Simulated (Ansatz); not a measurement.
Yb:

```
Yb
1.0
     3.87990    0.00000    0.00000
    -1.93995    3.36009    0.00000
     0.00000    0.00000    6.38590
Yb
2
Direct
  0.66667 0.33333 0.75000
  0.33333 0.66667 0.25000
```

This isn't the form of Yb at room conditions, which is fcc.

* Program: Ansatz 0.2.0
* Task: relaxation of cell and atoms
* Functional: PBEsol
* Potentials or basis: Ansatz PAW
* Cutoff: 420 eV (not typed: the program's choice for these potentials)
* k mesh: 8 × 8 × 4
* Occupations: fermi-dirac, width 0.05 eV
* Spin: collinear spin, ferromagnetic start
* Starting moments: [1.0, 1.0] μB

At the start: volume 41.63 Å³/atom.

Q: Where does the relaxation end?

A: It ends after 8 steps and the volume is 32.17 Å³/atom (-22.7 %); space group P6_3/mmc (No. 194, to 0.05 Å); moment 0.00 μB per cell.

Step by step:
| step | energy change (eV) | largest force (eV/Å) | volume (Å³) |
| --- | --- | --- | --- |
| 1 | 0.0000 | 0.0000 | 83.25 |
| 2 | -0.1370 | 0.0000 | 75.91 |
| 3 | -0.2397 | 0.0000 | 66.05 |
| 4 | -0.2425 | 0.0000 | 64.19 |
| 5 | -0.2425 | 0.0000 | 64.58 |
| 6 | -0.2399 | 0.0000 | 64.58 |
| 7 | -0.2400 | 0.0000 | 64.34 |
| 8 | -0.2399 | 0.0000 | 64.34 |

Final structure:
```xyz
2
Lattice="3.5678 0.0000 0.0000 -1.7839 3.0898 0.0000 0.0000 0.0000 5.8365" Properties=species:S:1:pos:R:3 pbc="T T T"
Yb    1.7839    1.0299    4.3774
Yb    0.0000    2.0599    1.4591
```

Caveat: the volume moved by over 15 % at a fixed basis, so the end points are rough; the plane-wave basis is chosen anew once the cell has moved, so the energies of steps on either side of that aren't comparable; the PAW data sets come from PBE, with cores solved anew for the run's functional, which leaves a small shift of forces and pressure; the starting moments weren't kept.
